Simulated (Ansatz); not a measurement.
# HfC (CsCl type): the cost of one run

Method: DFT PBE, with the methods named in each step, in Ansatz 0.2.0.

**1. The structure to begin with**

The structure is cubic, space group Pm-3m (No. 221). Conventional cell: a = 2.901 Å, b = 2.901 Å, c = 2.901 Å, α = 90.00°, β = 90.00°, γ = 90.00°. Hf (site symmetry m-3m) has 8 C at 2.51 Å as nearest neighbours. C (site symmetry m-3m) is surrounded by 8 Hf at 2.51 Å.

Structure file:

```xyz
2
Lattice="2.9015 0.0000 0.0000 0.0000 2.9015 0.0000 0.0000 0.0000 2.9015" Properties=species:S:1:pos:R:3 pbc="T T T"
Hf    0.0000    0.0000    0.0000
C     1.4507    1.4507    1.4507
```

Whether this phase is the stable one at these pressures isn't tested.

Atoms are numbered in the order of the input: Hf1, C2.

**2. The reference volume, LAPW**

File input.yaml:

```yaml
crystal:
  lattice:
    - [2.9014548755, 0.0, 0.0]
    - [0.0, 2.9014548755, 0.0]
    - [0.0, 0.0, 2.9014548755]
  atoms:
    - { symbol: Hf, position: [0.0, 0.0, 0.0] }
    - { symbol: C, position: [0.5, 0.5, 0.5] }
kpoints:
  mp_grid: { grid: [14, 14, 14] }
  band_path:
    path:
      - [0.0, 0.0, 0.0]
      - [0.0, 0.5, 0.0]
      - [0.5, 0.5, 0.0]
      - [0.0, 0.0, 0.0]
      - [0.5, 0.5, 0.5]
      - [0.0, 0.5, 0.0]
      - [0.5, 0.5, 0.5]
      - [0.5, 0.5, 0.0]
    npoints: 14
scf:
  occupations: { method: fermi_dirac, width: 0.08 }
hamiltonian:
  xc: pbe
  pseudopotentials: { kind: all_electron, lapw: { basis_error: 0.001 } }
output:
  forces: true
  stress: true
  eigenvalues: true
  populations: true
  dos: { projected: true, de: 0.2, e_range: [-14, 8] }
```

Command:

```bash
$ ansatz run input.yaml --threads 1 --pin off --max-ram 2048MiB --backend cpu --events-out ev --progress --plain --runs-dir out
```

**Question.** How long does this run take on 1 thread of Intel Xeon 6975P-C (Granite Rapids), shared host, and how much memory does it need?

About 15 s, with a peak of 0.5 GiB.
